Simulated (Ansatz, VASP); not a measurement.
# SiC: VASP beside Ansatz

```
CELL_PARAMETERS angstrom
0.00000 2.26096 2.00008
2.26096 0.00000 2.00008
2.26096 2.26096 0.00000
ATOMIC_POSITIONS crystal
Si 0.00000 0.00000 0.00000
C 0.75000 0.75000 0.75000
```

Change from the starting cell: strain +0.040 along x and y, -0.080 along z, atoms carried along.

Alike in both runs: task single point; functional r2SCAN; k mesh 12 × 12 × 12; occupations gaussian, width 0.05 eV; no spin polarisation.

|  | VASP | Ansatz |
| --- | --- | --- |
| version | VASP 6.6.1 | Ansatz 0.2.0 |
| potentials or method | VASP PAW PBE potentials, release 64 (Si, C) | scalar-relativistic, plane waves, PAW |
| plane-wave cutoff (eV) | 520 | 500 |
| valence electrons in the cell | 8 | 8 |

VASP gave:

- gap on the k mesh at the Fermi level (eV): 0.56
- least direct gap on the mesh (eV): 4.97
- pressure (GPa): 1.1
- largest component of the traceless stress (GPa): 17.85

Task: Which values does Ansatz return?

Result: gap on the k mesh at the Fermi level (eV): 0.55; least direct gap on the mesh (eV): 4.95; pressure (GPa): 1.2; largest component of the traceless stress (GPa): 17.75.

The functional is the same, so the differences come from potentials, cutoffs and numerics.

Caveats: the PAW data sets were made with another functional, which shifts forces and pressure a little (VASP). A k mesh can miss the band edges.
